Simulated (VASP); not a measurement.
Set up this calculation in VASP 6.6.1, as the native input.

- Task: relaxation of cell and atoms
- Functional: PBE
- Potentials or basis: VASP PAW PBE potentials, release 64 (Si)
- Cutoff: 600 eV
- k mesh: 9 × 9 × 4
- Occupations: gaussian, width 0.03 eV
- Spin: no spin polarisation
- Further INCAR settings: ALGO = Normal; EDIFF = 1e-06; IBRION = 2; EDIFFG = -0.01; NSW = 90; ISIF = 3

The structure of Si lies in POSCAR:

```
Si
1.0
    3.8313174605      0.0000000000      0.0000000000
   -1.9156587303      3.3180182508      0.0000000000
    0.0000000000      0.0000000000      6.3326220002
Si
4
Direct
    0.3333333300      0.6666666700      0.0630095000
    0.6666666700      0.3333333300      0.5630095000
    0.3333333300      0.6666666700      0.4369905000
    0.6666666700      0.3333333300      0.9369905000
```

This isn't the form of Si at room conditions, which is diamond.

The input as run:

INCAR

```
SYSTEM = Si
PREC = Accurate
ENCUT = 600
EDIFF = 1E-6
ISMEAR = 0
SIGMA = 0.03
LREAL = .FALSE.
LASPH = .TRUE.
NELM = 80
ALGO = Normal
ISIF = 3
LWAVE = .FALSE.
LCHARG = .FALSE.
GGA = PE
IBRION = 2
NSW = 90
EDIFFG = -0.01
KPAR = 2
```

KPOINTS

```
Automatic mesh
0
G
  9 9 4
  0 0 0
```

Potentials or basis: VASP PAW PBE potentials, release 64 (Si).

The run is started by

```bash
$ cat potpaw_PBE.64/Si/POTCAR > POTCAR
$ mpirun -np 2 vasp_std > vasp.out
```

Results of the run:

```json
{
 "Relaxed volume": "20.42 Å³/atom",
 "Relaxed cell": "a = 3.850 Å, b = 3.850 Å, c = 6.364 Å, α = 90.00°, β = 90.00°, γ = 120.00°",
 "Space group after relaxing (to 0.05 Å)": "P6_3/mmc (No. 194)",
 "Energy gained by relaxing": "1.2 meV/atom",
 "Ionic steps": "3",
 "Pressure after relaxing": "0.0 GPa",
 "Largest force after relaxing": "0.007 eV/Å",
 "Band gap on the k mesh": "0.49 eV, indirect (least direct gap 1.00 eV)"
}
```

Caveat: an odd mesh through Γ misses points on the zone boundary, where band edges often lie.

Wall time 27 s on 2 MPI ranks on Intel(R) Xeon(R) 6975P-C (Granite Rapids) (shared host), peak memory 0.22 GiB a rank.
